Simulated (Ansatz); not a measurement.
The system is CoO.

```
CELL_PARAMETERS angstrom
1.50547 0.86918 2.43993
-1.50547 0.86918 2.43993
0.00000 -1.73837 2.43993
ATOMIC_POSITIONS crystal
Co 0.00000 0.00000 0.00000
O 0.50000 0.50000 0.50000
```

The cell is a database's computed one.

Base run:

* Program: Ansatz 0.2.0
* Functional: PBEsol
* Potentials or basis: Ansatz PAW
* Cutoff: 420 eV (not typed: the program's choice for these potentials)
* k mesh: 9 × 9 × 9
* Occupations: fermi-dirac, width 0.05 eV
* Spin: collinear spin, ferromagnetic start
* Starting moments: [4.0, 0.0] μB
* Fixed moment: 4 μB

Its results: pressure 15.8 GPa; site moments Co +2.90; O +0.69 μB.

**Question.** After a change of settings the same cell gave: pressure -21.1 GPa; site moments Co +1.39; O +0.04 μB. Which change was it?
A. fixed moment from 4 μB to 2 μB; moments at the start from [4.0, 0.0] to [2.0, 0.0]
B. fixed moment from 4 μB to 1 μB; moments at the start from [4.0, 0.0] to [1.0, 0.0]
C. fixed moment from 4 μB to 1.5 μB; moments at the start from [4.0, 0.0] to [1.5, 0.0]
D. fixed moment from 4 μB to 0.5 μB; moments at the start from [4.0, 0.0] to [0.5, 0.0]

**Answer.** C.

Caveats: the total moment is fixed, so each spin has its own Fermi level; a cell with one magnetic atom can't hold antiferromagnetic order, which such compounds often take; the PAW data sets come from PBE, with cores solved anew for the run's functional, which leaves a small shift of forces and pressure; the thresholds are loose for stress.
